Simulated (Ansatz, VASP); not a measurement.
# GaP in VASP and in Ansatz

Contents of INCAR:

```
  ALGO = Fast
  EDIFF = 1E-6
  ENCUT = 520
  GGA = PS
  ISIF = 2
  ISMEAR = 0
  LASPH = T
  LCHARG = T
  LELF = T
  LREAL = F
  LVHAR = T
  LWAVE = F
  NBANDS = 16
  NELM = 100
  PREC = Accurate
  SIGMA = 0.01
```

The input KPOINTS:

```
k-points
0
Gamma
  6 6 6
```

POSCAR

```
GaP
1.0
    0.0000000000      2.7252500000      2.7252500000
    2.7252500000      0.0000000000      2.7252500000
    2.7252500000      2.7252500000      0.0000000000
Ga P
1 1
Direct
    0.0000000000      0.0000000000      0.0000000000
    0.2500000000      0.2500000000      0.2500000000
```

Input for Ansatz:

```yaml
crystal:
  lattice:
    - [0.0, 2.72525, 2.72525]
    - [2.72525, 0.0, 2.72525]
    - [2.72525, 2.72525, 0.0]
  atoms:
    - { symbol: Ga, position: [0.0, 0.0, 0.0] }
    - { symbol: P, position: [0.25, 0.25, 0.25] }
basis:
  ecutwfc: 517.016338673772
kpoints:
  mp_grid:
    grid: [6, 6, 6]
hamiltonian:
  xc: pbesol
scf:
  occupations:
    method: fixed
output:
  optics:
    de: 0.1
    nscf_kmesh:
      grid: [8, 8, 8]
```

Alike in both runs: task single point; functional PBEsol; k mesh 6 × 6 × 6; no spin polarisation.

|  | VASP | Ansatz |
| --- | --- | --- |
| version | VASP 6.6.1 | Ansatz 0.2.0 |
| potentials or method | VASP PAW PBE potentials, release 64 (Ga_d, P) | plane waves, PAW |
| plane-wave cutoff (eV) | 520 | 517 |
| occupations | gaussian, width 0.01 eV | fixed |
| valence electrons in the cell | 18 | 18 |

```csv
,VASP,Ansatz,Ansatz less VASP
gap on the k mesh at the Fermi level (eV),1.51,1.51,-0.002
```

 As with any semilocal functional, this PBEsol gap is likely too small. A k mesh can miss the band edges.
